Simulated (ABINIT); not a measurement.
# InAs (F-43m) in ABINIT: further runs

The runs below take InAs through relaxation of cell and atoms, with PBE.

Everything below comes from runs of ABINIT 10.8.3 (patched build). Logs are shortened: lines on timing, memory, paths and dates and some standing lists are left out, and cuts for length are marked. The log counts tension as positive stress, the text compression.

### Step 1. The crystal as given

It takes space group F-43m (No. 216, cubic). The conventional cell has a = 6.036 Å, b = 6.036 Å, c = 6.036 Å, α = 90.00°, β = 90.00°, γ = 90.00°. In (site symmetry -43m) is surrounded by 4 As at 2.61 Å. As (site symmetry -43m) is surrounded by 4 In at 2.61 Å.

### Step 2. Relaxation of cell and atoms, PBE

File run.abi:

```
# Pseudopotentials
pp_dirpath "./"
pseudos "In.GGA_PBE-JTH.xml, As.GGA_PBE-JTH.xml"

# Structure
acell 4.2680965312 4.2680965312 4.2680965312 Angstrom
rprim
     0.0000000000     0.7071067812     0.7071067812
     0.7071067812     0.0000000000     0.7071067812
     0.7071067812     0.7071067812     0.0000000000
ntypat 2
znucl 49 33
natom 2
typat 1 2
xred
     0.0000000000     0.0000000000     0.0000000000
     0.7500000000     0.7500000000     0.7500000000
chkprim 0
chksymtnons 0
tolsym 1.0e-6

# Plane-wave basis
ecut 22.0
pawecutdg 44.0
pawxcdev 0
pawovlp -1

# k points
kptopt 1
ngkpt 8 8 8
nshiftk 1
shiftk 0.0 0.0 0.0

# Exchange and correlation
ixc 11

# Bands and occupations
nband 18
occopt 3
tsmear 0.05 eV

# SCF cycle
nstep 100
tolvrs 1.0e-9

# Output
iomode 3
prtwf 0
prtden 0
prteig 0
prtebands 0
enunit 1

# Relaxation
ionmov 2
ntime 60
tolmxf 0.0005
optcell 2
dilatmx 1.08
ecutsm 0.5
```

Potentials or basis: JTH PAW PBE v2.0.

On the command line:

```
abinit run.abi > log 2>&1
```

run.abo:

```text
.Version 10.8.3 of ABINIT
 Symmetries : space group F-4 3 m (#216); Bravais cF (face-center cubic)
================================================================================
 Values of the parameters that define the memory need of the present run
     intxc =       0    ionmov =       2      iscf =      17    lmnmax =      18
     lnmax =       6     mgfft =      40  mpssoang =       3    mqgrid =    3001
     natom =       2  nloc_mem =       2    nspden =       1   nspinor =       1
    nsppol =       1      nsym =      24    n1xccc =       1    ntypat =       2
    occopt =       3   xclevel =       2
       mpw =        2321          nfft =       64000          nkpt =          29
 PAW method is used; the additional fine FFT grid is defined by:
   mgfftf=        54    nfftf =    157464
================================================================================
================================================================================

--------------------------------------------------------------------------------
------------- Echo of variables that govern the present computation ------------
--------------------------------------------------------------------------------
 -outvars: echo values of preprocessed input variables --------
            acell      8.0655335229E+00  8.0655335229E+00  8.0655335229E+00 Bohr
              amu      1.14820000E+02  7.49215900E+01
          chkprim           0
      chksymtnons           0
          dilatmx      1.08000000E+00
             ecut      2.20000000E+01 Hartree
           ecutsm      5.00000000E-01 Hartree
           enunit           1
           ionmov           2
              ixc          11
         kptrlatt        8    0    0      0    8    0      0    0    8
          kptrlen      6.45242682E+01
            natom           2
            nband          18
            ngfft          40      40      40
          ngfftdg          54      54      54
             nkpt          29
            nstep         100
             nsym          24
            ntime          60
           ntypat           2
           occopt           3
          optcell           2
        pawecutdg      4.40000000E+01 Hartree
          pawovlp     -1.0000000000E+00
         pawxcdev           0
           prtden           0
        prtebands           0
           prteig           0
            prtwf           0
            rprim      0.0000000000E+00  7.0710678120E-01  7.0710678120E-01
                       7.0710678120E-01  0.0000000000E+00  7.0710678120E-01
                       7.0710678120E-01  7.0710678120E-01  0.0000000000E+00
          spgroup         216
           tolmxf      5.00000000E-04
           tolsym      1.00000000E-06
           tolvrs      1.00000000E-09
           tsmear      1.83746611E-03 Hartree
            typat      1  2
           useylm           1
           xangst      0.0000000000E+00  0.0000000000E+00  0.0000000000E+00
                       4.5270000000E+00  4.5270000000E+00  4.5270000000E+00
            xcart      0.0000000000E+00  0.0000000000E+00  0.0000000000E+00
                       8.5547901721E+00  8.5547901721E+00  8.5547901721E+00
             xred      0.0000000000E+00  0.0000000000E+00  0.0000000000E+00
                       7.5000000000E-01  7.5000000000E-01  7.5000000000E-01
            znucl       49.00000   33.00000

================================================================================

 chkinp: Checking input parameters for consistency.

================================================================================
== DATASET  1 ==================================================================

--- !DatasetInfo
iteration_state: {dtset: 1, }
dimensions: {natom: 2, nkpt: 29, mband: 18, nsppol: 1, nspinor: 1, nspden: 1, mpw: 2321, }
cutoff_energies: {ecut:  22.0, pawecutdg:  44.0, }
electrons: {nelect:   2.80000000E+01, charge:   0.00000000E+00, occopt:   3.00000000E+00, tsmear:   1.83746611E-03, }
meta: {optdriver: 0, ionmov: 2, optcell: 2, iscf: 17, paral_kgb: 0, }
...

 Exchange-correlation functional for the present dataset will be:
  GGA: Perdew-Burke-Ernzerhof functional - ixc=11
  J.P.Perdew, K.Burke, M.Ernzerhof, PRL 77, 3865 (1996)

 Real(R)+Recip(G) space primitive vectors, cartesian coordinates (Bohr,Bohr^-1):
 R(1)=  0.0000000  5.7031934  5.7031934  G(1)= -0.0876702  0.0876702  0.0876702
 R(2)=  5.7031934  0.0000000  5.7031934  G(2)=  0.0876702 -0.0876702  0.0876702
 R(3)=  5.7031934  5.7031934  0.0000000  G(3)=  0.0876702  0.0876702 -0.0876702
 Unit cell volume ucvol=  3.7100888E+02 bohr^3
 Angles (23,13,12)=  6.00000000E+01  6.00000000E+01  6.00000000E+01 degrees

 Coarse grid specifications (used for wave-functions):

 getcut: wavevector=  0.0000  0.0000  0.0000  ngfft=  40  40  40
         ecut(hartree)=     25.661   => boxcut(ratio)=   2.17484

 Fine grid specifications (used for densities):

 getcut: wavevector=  0.0000  0.0000  0.0000  ngfft=  54  54  54
         ecut(hartree)=     51.322   => boxcut(ratio)=   2.07680

--- Pseudopotential description ------------------------------------------------
- pspini: atom type   1  psp file is ./In.GGA_PBE-JTH.xml
 Pseudopotential format is: paw10
 basis_size (lnmax)=  6 (lmn_size= 18), orbitals=   0   0   1   1   2   2
 Spheres core radius: rc_sph= 2.50644782
 Shapefunction is BESSEL type: shapef(r,l)=aa(1,l)*jl(q(1,l)*r)+aa(2,l)*jl(q(2,l)*r)
 Radius for shape functions =  1.40569481
 Compensation charge density is not taken into account in XC energy/potential

- pspini: atom type   2  psp file is ./As.GGA_PBE-JTH.xml
 Pseudopotential format is: paw10
 basis_size (lnmax)=  6 (lmn_size= 18), orbitals=   0   0   1   1   2   2
 Spheres core radius: rc_sph= 2.10391912
 Shapefunction is BESSEL type: shapef(r,l)=aa(1,l)*jl(q(1,l)*r)+aa(2,l)*jl(q(2,l)*r)
 Radius for shape functions =  1.70360438
 Compensation charge density is not taken into account in XC energy/potential

   1.37430372E+03                                ecore*ucvol(ha*bohr**3)
--------------------------------------------------------------------------------

================================================================================

=== [ionmov= 2] Broyden-Fletcher-Goldfarb-Shanno method (forces)
================================================================================

--- Iteration: ( 1/60) Internal Cycle: (1/1)
--------------------------------------------------------------------------------

---SELF-CONSISTENT-FIELD CONVERGENCE--------------------------------------------

--- !BeginCycle
iteration_state: {dtset: 1, itime: 1, icycle: 1, }
solver: {iscf: 17, nstep: 100, nline: 4, wfoptalg: 10, }
tolerances: {tolvrs: 1.00E-09, }
...

     iter   Etot(hartree)      deltaE(h)  residm     nres2
 ETOT  1  -168.92815854130    -1.689E+02 8.556E+01 2.015E+01
 ETOT  2  -171.96720906555    -3.039E+00 1.057E-01 2.003E+01
 ETOT  3  -171.94147499913     2.573E-02 7.798E-02 6.226E+00
 ETOT  4  -171.92700951729     1.447E-02 6.334E-03 7.370E-01
 ETOT  5  -171.92432652950     2.683E-03 7.195E-03 6.617E-02
 ETOT  6  -171.92430045001     2.608E-05 1.491E-03 7.956E-03
 ETOT  7  -171.92434225384    -4.180E-05 5.473E-04 4.999E-04
 ETOT  8  -171.92434526948    -3.016E-06 4.037E-04 3.236E-05
 ETOT  9  -171.92434536316    -9.367E-08 5.078E-05 3.820E-06
 ETOT 10  -171.92434535459     8.569E-09 8.310E-05 8.214E-07
 ETOT 11  -171.92434535561    -1.020E-09 9.966E-06 1.646E-08
 ETOT 12  -171.92434535592    -3.081E-10 3.322E-05 1.938E-09
 ETOT 13  -171.92434535594    -1.799E-11 9.515E-06 3.416E-10
[... 349 lines left out ...]
 Gradient of E wrt nuclear positions in reduced coordinates (gred)
  8.20415341429852E-28  5.46943560953235E-28 -8.20415341429852E-28
 -8.20415341429852E-28 -5.46943560953235E-28  8.20415341429852E-28
 Scale of Primitive Cell (acell) [bohr]
  8.26729558283405E+00  8.26729558283405E+00  8.26729558283405E+00
 Real space primitive translations (rprimd) [bohr]
  0.00000000000000E+00  5.84586076869555E+00  5.84586076869555E+00
  5.84586076869555E+00  0.00000000000000E+00  5.84586076869555E+00
  5.84586076869555E+00  5.84586076869555E+00  0.00000000000000E+00
 Unitary Cell Volume (ucvol) [Bohr^3]=  3.99553922174840E+02
 Angles (23,13,12)= [degrees]
  6.00000000000000E+01  6.00000000000000E+01  6.00000000000000E+01
 Lengths [Bohr]
  8.26729558283405E+00  8.26729558283405E+00  8.26729558283405E+00
 Stress tensor in cartesian coordinates (strten) [Ha/bohr^3]
 -9.20349763695177E-07  0.00000000000000E+00  0.00000000000000E+00
  0.00000000000000E+00 -9.20349763695177E-07  0.00000000000000E+00
  0.00000000000000E+00  0.00000000000000E+00 -9.20349763691708E-07
 Total energy (etotal) [Ha]= -1.71926333814999E+02

 Difference of energy with previous step (new-old):
           Absolute (Ha)=-1.28155E-05
           Relative     =-7.45408E-08

 At Broyd/MD step   4, gradients are converged :
  max grad (force/stress) = 9.2035E-05 < tolmxf= 5.0000E-04 ha/bohr (free atoms)

================================================================================

 ----iterations are completed or convergence reached----

 Mean square residual over all n,k,spin=   85.420E-11; max=  30.225E-08
 reduced coordinates (array xred) for    2 atoms
      -0.000000000000     -0.000000000000      0.000000000000
       0.750000000000      0.750000000000      0.750000000000
 rms dE/dt=  1.0313E-27; max dE/dt=  1.6156E-27; dE/dt below (all hartree)
    1       0.000000000000      0.000000000000     -0.000000000000
    2      -0.000000000000     -0.000000000000      0.000000000000

 cartesian coordinates (angstrom) at end:
    1      0.00000000000000     0.00000000000000    -0.00000000000000
    2      4.64024444221037     4.64024444221037     4.64024444221037

 cartesian forces (hartree/bohr) at end:
    1      0.00000000000000     0.00000000000000    -0.00000000000000
    2     -0.00000000000000    -0.00000000000000     0.00000000000000
 frms,max,avg= 1.2376934E-28 1.8712165E-28   0.000E+00  0.000E+00  0.000E+00 h/b

 cartesian forces (eV/Angstrom) at end:
    1      0.00000000000000     0.00000000000000    -0.00000000000000
    2     -0.00000000000000    -0.00000000000000     0.00000000000000
 frms,max,avg= 6.3644753E-27 9.6221822E-27   0.000E+00  0.000E+00  0.000E+00 e/A
 length scales=  8.267295582834  8.267295582834  8.267295582834 bohr
              =  4.374864415267  4.374864415267  4.374864415267 angstroms
 Fermi (or HOMO) energy (eV) =   3.49985   Average Vxc (eV)=  -8.72903
 Eigenvalues (   eV  ) for nkpt=  29  k points:
 kpt#   1, nband= 18, wtk=  0.00195, kpt=  0.0000  0.0000  0.0000 (reduced coord)
 -31.46934  -31.46934  -31.46934  -31.46442  -31.46442  -10.82360  -10.82360  -10.82360
 -10.72521  -10.72521   -8.00401    2.88571    3.44683    3.44683    3.44683    7.31725
   7.31725    7.31725
 prteigrs : prtvol=0 or 1, do not print more k-points.

--- !EnergyTerms
iteration_state     : {dtset: 1, itime: 4, icycle: 1, }
comment             : Components of total free energy in Hartree
kinetic             :  1.78669763039943E+01
hartree             :  6.18613105330415E+01
xc                  : -9.67908138917308E+00
Ewald energy        : -9.06278292180675E+01
psp_core            :  3.43959510623999E+00
local_psp           : -1.64111797665796E+02
PAW spherical_terms :  9.32450911725052E+00
internal            : -1.71926317212511E+02
'-kT*entropy'       : -2.16651096543599E-05
total_energy        : -1.71926338877620E+02
total_energy_eV     : -4.67835401305635E+03
...

--- !EnergyTermsDC
iteration_state     : {dtset: 1, itime: 4, icycle: 1, }
comment             : '"Double-counting" decomposition of free energy'
band_energy         : -1.58674102441394E+01
Ewald energy        : -9.06278292180675E+01
psp_core            :  3.43959510623999E+00
xc_dc               : -6.40839639169271E+01
PAW spherical_terms : -4.78670387699509E+00
internal            : -1.71926312149889E+02
'-kT*entropy'       : -2.16651096543599E-05
total_energy_dc     : -1.71926333814999E+02
total_energy_dc_eV  : -4.67835387529540E+03
...

--- !EnergyTermsWithPAWCore
iteration_state     : {dtset: 1, itime: 4, icycle: 1, }
comment             : 'Components of total free energy, including PAW core contributions'
Total energy        : -8.14271771026568E+03
Total energy DC     : -8.14271770520306E+03
Total energy (eV)   : -2.21574636706029E+05
Total energy DC (eV): -2.21574636568268E+05
...

 Cartesian components of stress tensor (hartree/bohr^3)
  sigma(1 1)= -9.20349764E-07  sigma(3 2)=  0.00000000E+00
  sigma(2 2)= -9.20349764E-07  sigma(3 1)=  0.00000000E+00
  sigma(3 3)= -9.20349764E-07  sigma(2 1)=  0.00000000E+00

-Cartesian components of stress tensor (GPa)         [Pressure=  2.7078E-02 GPa]
- sigma(1 1)= -2.70776249E-02  sigma(3 2)=  0.00000000E+00
- sigma(2 2)= -2.70776249E-02  sigma(3 1)=  0.00000000E+00
- sigma(3 3)= -2.70776249E-02  sigma(2 1)=  0.00000000E+00

== END DATASET(S) ==============================================================
================================================================================

 -outvars: echo values of variables after computation  --------
            acell      8.2672955828E+00  8.2672955828E+00  8.2672955828E+00 Bohr
           etotal     -1.7192633381E+02
            fcart      9.3560825787E-29  4.6780412893E-29 -1.8712165157E-28
                      -9.3560825787E-29 -4.6780412893E-29  1.8712165157E-28
            rprim      0.0000000000E+00  7.0710678119E-01  7.0710678119E-01
                       7.0710678119E-01  0.0000000000E+00  7.0710678119E-01
                       7.0710678119E-01  7.0710678119E-01  0.0000000000E+00
           strten     -9.2034976370E-07 -9.2034976370E-07 -9.2034976369E-07
                       0.0000000000E+00  0.0000000000E+00  0.0000000000E+00
           xangst      1.0055650623E-28  7.2292697409E-29 -2.4514190105E-28
                       4.6402444422E+00  4.6402444422E+00  4.6402444422E+00
             xred     -4.4190405260E-29 -3.5053879423E-29  6.7559658209E-29
                       7.5000000000E-01  7.5000000000E-01  7.5000000000E-01
 Calculation completed.
```

Wall time 3.1 min (1 thread of Arm Neoverse V1, shared host); peak memory 0.15 GiB.

Results:

| Property | Result |
| --- | --- |
| Free energy | -4678.3539 eV |
| Relaxed volume | 29.60 Å³/atom |
| Relaxed cell | a = 4.375 Å, b = 4.375 Å, c = 4.375 Å, α = 60.00°, β = 60.00°, γ = 60.00° |
| Space group after relaxing (to 0.05 Å) | F-43m (No. 216) |
| Energy gained by relaxing | 27.1 meV/atom |
| Ionic steps | 4 |
| Pressure after relaxing | 0.0 GPa |
| Band gap on the k mesh | none (metal or under the smearing width) |
| Valence electrons inside the program's atomic spheres | In 11.17; As 12.66 |

The path:
| step | energy change (eV) | largest force (eV/Å) | pressure (GPa) | volume (Å³) |
| --- | --- | --- | --- | --- |
| 1 | 0.0000 | 0.0000 | 4.35 | 54.98 |
| 2 | -0.0179 | 0.0000 | 3.46 | 55.71 |
| 3 | -0.0538 | 0.0000 | 0.31 | 58.87 |
| 4 | -0.0541 | 0.0000 | 0.03 | 59.21 |

Final structure:
```
In As
1.0
     0.00000    3.09350    3.09350
     3.09350    0.00000    3.09350
     3.09350    3.09350    0.00000
In As
1 1
Direct
  0.00000 0.00000 0.00000
  0.75000 0.75000 0.75000
```

Levels at points of the mesh, in eV from the Fermi level:
```csv
k point,band 10,band 11,band 12,band 13,band 14,band 15,band 16,band 17,band 18
"(0.00, 0.00, 0.00)",-14.23,-11.50,-0.61,-0.05,-0.05,-0.05,3.82,3.82,3.82
"(0.50, 0.00, 0.00)",-14.22,-10.24,-5.49,-0.95,-0.95,0.75,4.58,4.58,6.70
"(0.50, 0.50, 0.00)",-14.21,-9.77,-5.61,-2.16,-2.16,1.61,1.99,8.70,8.74
```

(Part 1 of 2 ends here.)
